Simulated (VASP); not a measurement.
A run of VASP 6.6.1 is set up as follows.

Contents of INCAR:

```
SYSTEM = Sc
  PREC = Accurate
  ENCUT = 520
  EDIFF = 1E-6
  ISMEAR = 1
  SIGMA = 0.1
  LREAL = .False.
  LASPH = .True.
  NELM = 100
  ALGO = Normal
  ISIF = 2
  LWAVE = .False.
  LCHARG = .False.
  LDIPOL = .True.
  IDIPOL = 3
  DIPOL = 0.5 0.5 0.382
  GGA = PS
  IVDW = 13
  NBANDS = 24
```

Contents of KPOINTS:

```
regular mesh
0
Gamma
  12 12 1
  0 0 0
```

POSCAR

```
Sc
1.0
    3.1251716797      0.0000000000      0.0000000000
   -1.5625858399      2.7064780658      0.0000000000
    0.0000000000      0.0000000000     25.0826816454
Sc
3
Direct
    0.3333333333      0.6666666667      0.2790770181
    0.6666666667      0.3333333333      0.3802905372
    0.3333333333      0.6666666667      0.4864190029
```

Potentials or basis: VASP PAW PBE potentials, release 64 (Sc_sv).

The run is started by

```console
$ cat potpaw_PBE.64/Sc_sv/POTCAR > POTCAR
$ mpirun -np 1 vasp_std > vasp.out
```

Predict the dispersion energy per atom.

-0.114 eV.

What does it give for the band gap on the k mesh?

None (metal or under the smearing width).

Forces in eV/Å, atoms in the order of the input:
```
Sc   0.000  0.000 -0.058
Sc   0.000  0.000  0.215
Sc   0.000  0.000 -0.157
```

Caveat: the PAW data sets were made with another functional, which shifts forces and pressure a little.
